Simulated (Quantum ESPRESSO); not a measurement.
# Cu (Fm-3m) in Quantum ESPRESSO: notebook

One crystal, Cu, is run at these levels: r2SCAN+D3(BJ); tasks: single point, equation of state.

All numbers are computed with Quantum ESPRESSO 7.5; they aren't measurements. Logs are shortened: lines on timing, memory, paths and dates and some standing lists are left out, and cuts for length are marked.

### 1 The crystal as given

Symmetry: Fm-3m, No. 225, cubic system. The conventional cell has a = 3.615 Å, b = 3.615 Å, c = 3.615 Å, α = 90.00°, β = 90.00°, γ = 90.00°. Around Cu (site symmetry m-3m) lie 12 Cu at 2.56 Å.

### 2 Single point, r2SCAN+D3(BJ), 11.10 Å³/atom

pw.in

```
&CONTROL
  calculation = 'scf'
  prefix = 'pwscf'
  outdir = './tmp'
  pseudo_dir = './pseudo'
  tprnfor = .true.
  tstress = .true.
  disk_io = 'nowf'
/
&SYSTEM
  ibrav = 0
  nat = 1
  ntyp = 1
  ecutwfc = 88
  nbnd = 16
  input_dft = 'r2scan'
  occupations = 'smearing'
  smearing = 'fd'
  degauss = 0.00367493
  vdw_corr = 'grimme-d3'
  dftd3_version = 4
  nosym = .true.
  nr1 = 32
  nr2 = 32
  nr3 = 32
/
&ELECTRONS
  conv_thr = 1d-08
  electron_maxstep = 120
  mixing_beta = 0.5
/
ATOMIC_SPECIES
Cu    63.5460 Cu_ONCV_PBE-1.2.upf
CELL_PARAMETERS angstrom
   0.0000000000    1.7706018915    1.7706018915
   1.7706018915    0.0000000000    1.7706018915
   1.7706018915    1.7706018915    0.0000000000
ATOMIC_POSITIONS crystal
Cu     0.0000000000    0.0000000000    0.0000000000
K_POINTS automatic
10 10 10 0 0 0
```

Potentials or basis: SG15 PBE 1.2.

Started as:

```bash
> OMP_NUM_THREADS=1 mpirun -n 2 pw.x -nk 2 -in pw.in > pw.out
```

pw.out:

```text
This program is part of the open-source Quantum ESPRESSO suite
     for quantum simulation of materials; please cite
         "P. Giannozzi et al., J. Phys.:Condens. Matter 21 395502 (2009);
         "P. Giannozzi et al., J. Phys.:Condens. Matter 29 465901 (2017);
         "P. Giannozzi et al., J. Chem. Phys. 152 154105 (2020);
     in publications or presentations arising from this work. More details at

     IMPORTANT: XC functional enforced from input :
     Exchange-correlation= R2SCAN
                           (   0   0   0   0   0 497 498)
     Any further DFT definition will be discarded
     Please, verify this is what you really want

     K-points division:     npool     =       2
     Subspace diagonalization in iterative solution of the eigenvalue problem:
     a serial algorithm will be used

     G-vector sticks info
     --------------------
     sticks:   dense  smooth     PW     G-vecs:    dense   smooth      PW
     Sum         547     547    187                 8363     8363    1639

     Using Slab Decomposition

     bravais-lattice index     =            0
     lattice parameter (alat)  =       4.7319  a.u.
     unit-cell volume          =      74.9186 (a.u.)^3
     number of atoms/cell      =            1
     number of atomic types    =            1
     number of electrons       =        19.00
     number of Kohn-Sham states=           16
     kinetic-energy cutoff     =      88.0000  Ry
     charge density cutoff     =     352.0000  Ry
     scf convergence threshold =      1.0E-08
     mixing beta               =       0.5000
     number of iterations used =            8  plain     mixing
     Exchange-correlation= R2SCAN
                           (   0   0   0   0   0 497 498)

     celldm(1)=   4.731892  celldm(2)=   0.000000  celldm(3)=   0.000000
     celldm(4)=   0.000000  celldm(5)=   0.000000  celldm(6)=   0.000000

     crystal axes: (cart. coord. in units of alat)
               a(1) = (   0.000000   0.707107   0.707107 )
               a(2) = (   0.707107   0.000000   0.707107 )
               a(3) = (   0.707107   0.707107   0.000000 )

     reciprocal axes: (cart. coord. in units 2 pi/alat)
               b(1) = ( -0.707107  0.707107  0.707107 )
               b(2) = (  0.707107 -0.707107  0.707107 )
               b(3) = (  0.707107  0.707107 -0.707107 )

     PseudoPot. # 1 for Cu read from file:
     Cu_ONCV_PBE-1.2.upf
     Pseudo is Norm-conserving, Zval = 19.0
     Generated using ONCVPSP code by D. R. Hamann
     Using radial grid of  602 points,  6 beta functions with:
                l(1) =   0
                l(2) =   0
                l(3) =   1
                l(4) =   1
                l(5) =   2
                l(6) =   2

     atomic species   valence    mass     pseudopotential
     Cu               19.00    63.54600     Cu( 1.00)

     No symmetry found

   Cartesian axes

     site n.     atom                  positions (alat units)
         1        Cu     tau(   1) = (   0.0000000   0.0000000   0.0000000  )

     --------------------------------------------
     DFT-D3 Dispersion Correction (3-body terms):
     --------------------------------------------
       Reference C6 values for interpolation:

         atom   Coordination number   C6
         Cu         0.000           674.36
         Cu         0.958           349.99

       Values used:

         atom   Coordination number  R0_AB[au]  C6      C8
         Cu         9.455            3.119    349.99  28675.33

         Molecular C6 ( Ry / a.u.^6 ) =       349.99

     number of k points=   504  Fermi-Dirac smearing, width (Ry)=  0.0037

     Number of k-points >= 100: set verbosity='high' to print them.

     Dense  grid:     8363 G-vectors     FFT dimensions: (  32,  32,  32)

     WARNING: libxc functional with ID  497 depends
      on external parameters: check the user_guide of
      QE if you need to modify them or to check their
      default values.

     WARNING: libxc functional with ID  498 depends
      on external parameters: check the user_guide of
      QE if you need to modify them or to check their
      default values.

     Initial potential from superposition of free atoms

     starting charge      18.9734, renormalised to      19.0000
     Starting wfcs are random

     Self-consistent Calculation

     iteration #  1     ecut=    88.00 Ry     beta= 0.50
     Davidson diagonalization with overlap
     ethr =  1.00E-02,  avg # of iterations =  8.5

     total energy              =    -365.23081033 Ry
     estimated scf accuracy    <     201.80851021 Ry

     iteration #  2     ecut=    88.00 Ry     beta= 0.50
     Davidson diagonalization with overlap
     ethr =  1.00E-02,  avg # of iterations =  1.0

     total energy              =    -365.25883098 Ry
     estimated scf accuracy    <      50.75355835 Ry

     iteration #  3     ecut=    88.00 Ry     beta= 0.50
     Davidson diagonalization with overlap
     ethr =  1.00E-02,  avg # of iterations =  1.0

     total energy              =    -365.26128752 Ry
     estimated scf accuracy    <       0.02390921 Ry

     iteration #  4     ecut=    88.00 Ry     beta= 0.50
     Davidson diagonalization with overlap
     ethr =  1.26E-04,  avg # of iterations =  1.4

     total energy              =    -365.26150507 Ry
     estimated scf accuracy    <       0.00425247 Ry

     iteration #  5     ecut=    88.00 Ry     beta= 0.50
     Davidson diagonalization with overlap
     ethr =  2.24E-05,  avg # of iterations =  1.4

     total energy              =    -365.26157902 Ry
     estimated scf accuracy    <       0.00229328 Ry

     iteration #  6     ecut=    88.00 Ry     beta= 0.50
     Davidson diagonalization with overlap
     ethr =  1.21E-05,  avg # of iterations =  1.0

     total energy              =    -365.26158383 Ry
     estimated scf accuracy    <       0.00001100 Ry

     iteration #  7     ecut=    88.00 Ry     beta= 0.50
     Davidson diagonalization with overlap
     ethr =  5.79E-08,  avg # of iterations =  2.2

     total energy              =    -365.26158427 Ry
     estimated scf accuracy    <       0.00008399 Ry

     iteration #  8     ecut=    88.00 Ry     beta= 0.50
     Davidson diagonalization with overlap
     ethr =  5.79E-08,  avg # of iterations =  1.0

     total energy              =    -365.26158434 Ry
     estimated scf accuracy    <       0.00000213 Ry

     iteration #  9     ecut=    88.00 Ry     beta= 0.50
     Davidson diagonalization with overlap
     ethr =  1.12E-08,  avg # of iterations =  1.0

     total energy              =    -365.26158434 Ry
     estimated scf accuracy    <       0.00000019 Ry

     iteration # 10     ecut=    88.00 Ry     beta= 0.50
     Davidson diagonalization with overlap
     ethr =  1.02E-09,  avg # of iterations =  1.0

     total energy              =    -365.26158434 Ry
     estimated scf accuracy    <       0.00000007 Ry

     iteration # 11     ecut=    88.00 Ry     beta= 0.50
     Davidson diagonalization with overlap
     ethr =  3.52E-10,  avg # of iterations =  1.0

     End of self-consistent calculation

     Number of k-points >= 100: set verbosity='high' to print the bands.

     the Fermi energy is    18.6458 ev

!    total energy              =    -365.26158434 Ry
     estimated scf accuracy    <          5.2E-11 Ry
     smearing contrib. (-TS)   =      -0.00034100 Ry
     internal energy E=F+TS    =    -365.26124334 Ry

     The total energy is F=E-TS. E is the sum of the following terms:
     one-electron contribution =    -188.34463002 Ry
     hartree contribution      =     105.44904602 Ry
     xc contribution           =     -35.01611963 Ry
     ewald contribution        =    -247.33392572 Ry
     DFT-D3 Dispersion         =      -0.01561400 Ry

     convergence has been achieved in  11 iterations

     Forces acting on atoms (cartesian axes, Ry/au):

     atom    1 type  1   force =     0.00000000    0.00000000    0.00000000

     Total force =     0.000000     Total SCF correction =     0.000000

     Computing stress (Cartesian axis) and pressure

          total   stress  (Ry/bohr**3)                   (kbar)     P=       40.93
   0.00027824   0.00000000  -0.00000000           40.93        0.00       -0.00
   0.00000000   0.00027824  -0.00000000            0.00       40.93       -0.00
  -0.00000000  -0.00000000   0.00027824           -0.00       -0.00       40.93

=------------------------------------------------------------------------------=
   JOB DONE.
=------------------------------------------------------------------------------=
```

It took 3.2 min on 2 MPI ranks of Arm Neoverse V1, shared host; peak memory 0.24 GiB.

Results:

* Free energy: -4969.6370 eV
* Pressure: 4.1 GPa
* Band gap on the k mesh: none (metal or under the smearing width)

Caveat: the k mesh is coarse; the potentials were made for another functional, which shifts forces and pressure; pairwise dispersion overbinds metals, which lowers pressure and volume.

### 3 Single point, r2SCAN+D3(BJ), 11.34 Å³/atom

Changes to pw.in since step 2:

```diff
@@ -34,5 +34,5 @@
 CELL_PARAMETERS angstrom
-   0.0000000000    1.7706018915    1.7706018915
-   1.7706018915    0.0000000000    1.7706018915
-   1.7706018915    1.7706018915    0.0000000000
+   0.0000000000    1.7830713297    1.7830713297
+   1.7830713297    0.0000000000    1.7830713297
+   1.7830713297    1.7830713297    0.0000000000
 ATOMIC_POSITIONS crystal
```

Potentials or basis: SG15 PBE 1.2.

Started as:

```bash
> OMP_NUM_THREADS=1 mpirun -n 2 pw.x -nk 2 -in pw.in > pw.out
```

It took 2.9 min on 2 MPI ranks of Arm Neoverse V1, shared host; peak memory 0.26 GiB.

It converged, with:

* Free energy: -4969.6405 eV
* Pressure: 0.4 GPa
* Band gap on the k mesh: none (metal or under the smearing width)

Caveat: the k mesh is coarse; the potentials were made for another functional, which shifts forces and pressure; pairwise dispersion overbinds metals, which lowers pressure and volume.

### 4 Single point, r2SCAN+D3(BJ), 11.57 Å³/atom

Changes to pw.in since step 3:

```diff
@@ -34,5 +34,5 @@
 CELL_PARAMETERS angstrom
-   0.0000000000    1.7830713297    1.7830713297
-   1.7830713297    0.0000000000    1.7830713297
-   1.7830713297    1.7830713297    0.0000000000
+   0.0000000000    1.7953687620    1.7953687620
+   1.7953687620    0.0000000000    1.7953687620
+   1.7953687620    1.7953687620    0.0000000000
 ATOMIC_POSITIONS crystal
```

Started as:

```bash
> OMP_NUM_THREADS=1 mpirun -n 2 pw.x -nk 2 -in pw.in > pw.out
```

Run time: 3 min. Hardware: 2 MPI ranks of Arm Neoverse V1, shared host; peak memory 0.26 GiB.

Results (log left out):

```
Free energy            : -4969.6390 eV
Pressure               : -2.8 GPa
Band gap on the k mesh : none (metal or under the smearing width)
```

Caveat: the k mesh is coarse; the potentials were made for another functional, which shifts forces and pressure; pairwise dispersion overbinds metals, which lowers pressure and volume.

### 5 Single point, r2SCAN+D3(BJ), 11.81 Å³/atom

Changes to pw.in since step 4:

```diff
@@ -34,5 +34,5 @@
 CELL_PARAMETERS angstrom
-   0.0000000000    1.7953687620    1.7953687620
-   1.7953687620    0.0000000000    1.7953687620
-   1.7953687620    1.7953687620    0.0000000000
+   0.0000000000    1.8075000000    1.8075000000
+   1.8075000000    0.0000000000    1.8075000000
+   1.8075000000    1.8075000000    0.0000000000
 ATOMIC_POSITIONS crystal
```

Started as:

```bash
> OMP_NUM_THREADS=1 mpirun -n 2 pw.x -nk 2 -in pw.in > pw.out
```

It took 3 min on 2 MPI ranks of Arm Neoverse V1, shared host; peak memory 0.26 GiB.

Results (log left out):

- Free energy: -4969.6329 eV
- Pressure: -5.6 GPa
- Band gap on the k mesh: none (metal or under the smearing width)

Caveat: the k mesh is coarse; the potentials were made for another functional, which shifts forces and pressure; pairwise dispersion overbinds metals, which lowers pressure and volume.

### 6 Single point, r2SCAN+D3(BJ), 12.05 Å³/atom

Changes to pw.in since step 5:

```diff
@@ -34,5 +34,5 @@
 CELL_PARAMETERS angstrom
-   0.0000000000    1.8075000000    1.8075000000
-   1.8075000000    0.0000000000    1.8075000000
-   1.8075000000    1.8075000000    0.0000000000
+   0.0000000000    1.8194705475    1.8194705475
+   1.8194705475    0.0000000000    1.8194705475
+   1.8194705475    1.8194705475    0.0000000000
 ATOMIC_POSITIONS crystal
```

Potentials or basis: SG15 PBE 1.2.

Started as:

```bash
> OMP_NUM_THREADS=1 mpirun -n 2 pw.x -nk 2 -in pw.in > pw.out
```

Run time: 2.8 min. Hardware: 2 MPI ranks of Arm Neoverse V1, shared host; peak memory 0.26 GiB.

Results (log left out):

```yaml
Free_energy: -4969.6230 eV
Pressure: -8.1 GPa
Band_gap_on_the_k_mesh: none (metal or under the smearing width)
```

Caveat: the k mesh is coarse; the potentials were made for another functional, which shifts forces and pressure; pairwise dispersion overbinds metals, which lowers pressure and volume.

### 7 Single point, r2SCAN+D3(BJ), 12.28 Å³/atom

Changes to pw.in since step 6:

```diff
@@ -34,5 +34,5 @@
 CELL_PARAMETERS angstrom
-   0.0000000000    1.8194705475    1.8194705475
-   1.8194705475    0.0000000000    1.8194705475
-   1.8194705475    1.8194705475    0.0000000000
+   0.0000000000    1.8312856224    1.8312856224
+   1.8312856224    0.0000000000    1.8312856224
+   1.8312856224    1.8312856224    0.0000000000
 ATOMIC_POSITIONS crystal
```

Started as:

```bash
> OMP_NUM_THREADS=1 mpirun -n 2 pw.x -nk 2 -in pw.in > pw.out
```

It took 3 min on 2 MPI ranks of Arm Neoverse V1, shared host; peak memory 0.26 GiB.

Results (log left out):

| Item | Value |
| --- | --- |
| Free energy | -4969.6096 eV |
| Pressure | -10.3 GPa |
| Band gap on the k mesh | none (metal or under the smearing width) |

Caveat: the k mesh is coarse; the potentials were made for another functional, which shifts forces and pressure; pairwise dispersion overbinds metals, which lowers pressure and volume.

### 8 Single point, r2SCAN+D3(BJ), 12.52 Å³/atom

Changes to pw.in since step 7:

```diff
@@ -34,5 +34,5 @@
 CELL_PARAMETERS angstrom
-   0.0000000000    1.8312856224    1.8312856224
-   1.8312856224    0.0000000000    1.8312856224
-   1.8312856224    1.8312856224    0.0000000000
+   0.0000000000    1.8429501765    1.8429501765
+   1.8429501765    0.0000000000    1.8429501765
+   1.8429501765    1.8429501765    0.0000000000
 ATOMIC_POSITIONS crystal
```

Started as:

```bash
> OMP_NUM_THREADS=1 mpirun -n 2 pw.x -nk 2 -in pw.in > pw.out
```

Run time: 3 min. Hardware: 2 MPI ranks of Arm Neoverse V1, shared host; peak memory 0.28 GiB.

It converged, with:

```yaml
Free_energy: -4969.5931 eV
Pressure: -12.3 GPa
Band_gap_on_the_k_mesh: none (metal or under the smearing width)
```

Caveat: the k mesh is coarse; the potentials were made for another functional, which shifts forces and pressure; pairwise dispersion overbinds metals, which lowers pressure and volume.

### 9 Equation of state, r2SCAN+D3(BJ)

Potentials or basis: SG15 PBE 1.2.

This step only gathers the single runs of the series.

Results:

```yaml
Equilibrium_volume: 11.38 Å³/atom
Bulk_modulus: 162 GPa
Pressure_derivative_of_the_bulk_modulus: 5.1
```

Energy against volume, from the lowest point:
```
volume (Å³/atom)  energy (meV/atom)
          11.102               3.50
          11.338               0.00
          11.574               1.56
          11.810               7.59
          12.047              17.54
          12.283              30.94
          12.519              47.39
```

Caveat: the k mesh is coarse; the potentials were made for another functional, which shifts forces and pressure.
